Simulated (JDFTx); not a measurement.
The system is I.

```
I
1.0
     0.00000    2.36560    3.90984
     2.19225    0.00000    3.90984
     2.19225    2.36560    0.00000
I
1
Cartesian
  0.0000 0.0000 0.0000
```

```yaml
Program: JDFTx 1.7.0 (patched build)
Task: relaxation of cell and atoms
Functional: LDA
Potentials_or_basis: PseudoDojo-SR-LDA-0.4.1-standard
Cutoff: 952 eV
Density_cutoff: 3810 eV
k_mesh: 9 × 9 × 9
Occupations: fermi-dirac, width 0.05 eV
Spin: no spin polarisation
```

At the start: pressure -2.3 GPa; volume 40.55 Å³/atom.

Problem. Where does the relaxation end?

Solution. Over 11 steps the energy falls by 33.6 meV/atom and the volume is 35.31 Å³/atom (-12.9 %); space group Fmmm (No. 69, to 0.05 Å).

Step by step:
```tsv
step	energy change (eV)	largest force (eV/Å)	pressure (GPa)	volume (Å³)
1	0.0000	0.0000	-2.27	40.55
2	-0.0063	0.0000	-1.96	40.13
3	-0.0208	0.0000	-0.16	38.06
4	-0.0231	0.0000	-0.36	37.91
5	-0.0256	0.0000	-0.31	37.50
6	-0.0321	0.0000	0.24	34.61
7	-0.0328	0.0000	-0.49	35.78
8	-0.0328	0.0000	0.44	35.07
9	-0.0335	0.0000	0.01	35.34
10	-0.0336	0.0000	-0.01	35.33
11	-0.0336	0.0000	-0.01	35.31
```

Final structure:
```
I
1.0
     0.00000    2.28352    3.56245
     2.17046    0.00000    3.56245
     2.17046    2.28352    0.00000
I
1
Direct
  0.00000 0.00000 0.00000
```

Caveat: the plane waves are those of the starting cell, so after so large a change of volume the result is rough; an odd number of electrons without spin polarisation forces a metal; a magnetic or distorted state may lie lower.
